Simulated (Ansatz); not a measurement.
Input and command of a plane-wave DFT calculation in Ansatz:

```yaml
crystal:
  lattice:
    - [-1.5731437648, 1.775547, 2.2250810416]
    - [1.8799342352, -1.775547, 2.4516029584]
    - [1.5731437648, 1.775547, -2.2250810416]
  atoms:
    - { symbol: Sn, position: [0.0, 0.0, 0.0] }
basis:
  ecutwfc: 500
kpoints:
  mp_grid: { grid: [20, 20, 20] }
hamiltonian:
  xc: r2scan
scf:
  occupations: { method: gaussian, width: 0.15 }
output:
  forces: true
  stress: true
  eigenvalues: true
```

```bash
ansatz run input.yaml --threads 1 --pin off --max-ram 2560MiB --backend cpu --events-out ev --progress --plain --runs-dir out
```

Processor: Intel(R) Xeon(R) Processor @ 2.50GHz (Skylake/Cascade Lake), 1 thread, on a host shared with other jobs.

Problem. How long does it run, and how much memory does it take?

Solution. About 2.6 min on 1 thread of Intel(R) Xeon(R) Processor @ 2.50GHz (Skylake/Cascade Lake), with other jobs on the host, peak memory 1.1 GiB. It solves 11 bands at 2112 k points (the mesh reduced by symmetry) with about 731 plane waves, in 6 SCF iterations.
